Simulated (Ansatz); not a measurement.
input.yaml

```yaml
crystal:
  lattice:
    - [3.5431994758, 0.0, 0.0]
    - [-1.7715997379, 3.0685007567, 0.0]
    - [0.0, 0.0, 5.0388]
  atoms:
    - { symbol: Pt, position: [0.0, 0.0, 0.0] }
    - { symbol: S, position: [0.3363424573, 0.6860344312, 0.2769270461] }
    - { symbol: S, position: [0.6666666667, 0.3333333333, 0.75] }
basis:
  ecutwfc: 420
kpoints:
  mp_grid: { grid: [12, 12, 8] }
hamiltonian:
  xc: pbe
scf:
  occupations: { method: gaussian, width: 0.05 }
output:
  forces: true
  stress: true
  eigenvalues: true
```

Run as
```bash
ansatz run input.yaml --threads 1 --pin off --max-ram 1331MiB --backend cpu --events-out ev --progress --plain --runs-dir out
```

The calculation used DFT PBE, scalar-relativistic, plane waves, PAW (Ansatz).

Part of what the program printed, abridged:

```
Pseudopotentials: kind: paw
Pseudopotential: Pt, paw, valence charge 18, recommended cutoff 420 eV (normal)
Pseudopotential: S, paw, valence charge 6, recommended cutoff 420 eV (normal)
Functional definition: PBE
Crystal: 3 atoms, lattice volume = 54.783 Å³
Basis set: ecut = 420 eV, 1043 PW (Γ), exchange–correlation on 48×48×72 points (8 copies of the dense FFT grid, shifted against one another)
Bands: 19, of which v1, the nominal top of the filled ones, is band 15 counted from 1 (14 counted from 0)
Symmetry: 1 space group operations
Space group: P1 (ITA 1), of the structure as read, at distance tolerance 3.8e-5 Å
k-points: 580 of 1152 (time reversal used)
Initial density: superposition of atomic densities (neutral atoms: chi_scale 0, normalization atom), corrected by the library's trained network
Initial wavefunctions: pseudopotential atomic-orbital guess
Functional: x = pbe(κ = 0.804, μ = 0.21951497), c = pbe(β = 0.06672455)
SCF iter   1: F=—  HF=-14328.013262 eV  |F-HF|=—  |Δ(HF+E_count)|=         —  Δρ=3.35e-3  dr2=3.47e-3  ethr=1.77e-3  ⟨swp⟩=5.1  Hψ=53401  notcnv=0
SCF iter   2: F=—  HF=-14328.013964 eV  |F-HF|=—  |Δ(HF+E_count)|=   7.02e-4  Δρ=1.68e-3  dr2=8.82e-4  ethr=1.16e-5  ⟨swp⟩=2.0  Hψ=17615  notcnv=0
SCF iter   3: F=—  HF=-14328.014196 eV  |F-HF|=—  |Δ(HF+E_count)|=   2.32e-4  Δρ=2.28e-4  dr2=2.67e-5  ethr=2.94e-6  ⟨swp⟩=2.3  Hψ=16391  notcnv=0
SCF iter   4: F=—  HF=-14328.014290 eV  |F-HF|=—  |Δ(HF+E_count)|=   9.40e-5  Δρ=6.08e-5  dr2=1.95e-6  ethr=8.89e-8  ⟨swp⟩=2.0  Hψ=16821  notcnv=0
SCF iter   5: F=—  HF=-14328.014292 eV  |F-HF|=—  |Δ(HF+E_count)|=   2.14e-6  Δρ=1.18e-5  dr2=1.08e-7  ethr=6.49e-9  ⟨swp⟩=2.0  Hψ=17373  notcnv=0
SCF iter   6: F=-14328.014292 eV  HF=-14328.014292 eV  |F-HF|=7.07e-9  |Δ(HF+E_count)|=   1.46e-7  Δρ=3.11e-6  dr2=6.45e-9  ethr=3.33e-10  ⟨swp⟩=5.0  Hψ=45935  notcnv=0
SCF 1 converged in 6 iterations: F = -14328.014292 eV  dr2 = 6.45e-9
SCF converged after 6 iterations
Free energy (F): -14328.014292 eV
Harris-Foulkes:  -14328.014292 eV  (|F-HF|=7.07e-9)
Internal energy: -14328.014284 eV  (E = F + TS)
E sigma→0 (E₀):  -14328.014288 eV
Entropy (-TS):   -0.000008 eV (-0.003 meV/atom)
Fermi energy:    11.287770 eV
--- Per-component energies (eV) ---
  E_band       = -310.711863
  E_kinetic    = 847.339789
  E_local      = -2929.222507  (includes V_loc(G=0)·N_el)
  E_nonlocal   = 255.769345
  E_hartree    = 1144.641676
  E_xc         = -454.881401
  E_vxc        = -476.302626  (∫ρ·V_xc dr)
  E_paw        = -10653.801011  (= ΣΔE_a)
  E_vpaw       = -297.577760  (= ΣTr[D̂ρ^β])
  E_aug_tail   = 0.000202  (compensation charges beyond the density's cutoff)
  E_ewald      = -2537.860378
  E_smearing   = -0.000008  (= −TS)
--- Forces (eV/Å), atoms counted from 1 ---
  atom   1  Pt    -0.15420020     0.34188686     0.98569294
  atom   2  S      0.16420803    -0.35713221    -1.53954484
  atom   3  S     -0.01000780     0.01524572     0.55385174
--- Stress (GPa, compression-positive) ---
        0.378219      -0.241966       0.589028
       -0.241966      -0.581714      -1.234586
        0.589028      -1.234586      -4.951328
  P = ⅓ Tr σ = -1.7183 GPa (-17.183 kbar)
--- Band table (eV; the first three rows and the last of 580) ---
  k-point 0: bands = ["-88.2634", "-42.4626", "-42.4514", "-42.4345", "-4.0250", "-1.2943", "4.0284", "4.9687", "5.0338", "7.4282", "7.4609", "8.6914", "10.0133", "10.1773", "11.2192", "12.4415", "12.6295", "15.5216", "16.1057"]
  k-point 1: bands = ["-88.2635", "-42.4626", "-42.4514", "-42.4345", "-3.9638", "-1.4466", "4.2403", "4.9741", "5.0417", "7.4232", "7.4563", "8.6591", "9.9546", "10.0905", "10.9471", "12.5742", "12.7385", "15.6538", "16.3931"]
  k-point 2: bands = ["-88.2635", "-42.4626", "-42.4514", "-42.4345", "-3.7886", "-1.8205", "4.7746", "4.9888", "5.0635", "7.4116", "7.4459", "8.5329", "9.8232", "9.9048", "10.3663", "12.8803", "13.0008", "16.0022", "17.0474"]
  k-point 579: bands = ["-88.2630", "-42.4809", "-42.4514", "-42.4399", "-2.3815", "-1.6357", "3.7831", "5.3475", "5.5524", "6.2286", "7.7113", "8.1622", "8.5161", "8.7792", "9.6269", "12.0673", "13.0033", "15.9168", "16.3224"]
```

The calculation finished and met its thresholds.

Spin–orbit coupling is left out, which can shift energies with elements as heavy as these. The cell holds layers, and where no dispersion correction was added their binding is poorly described.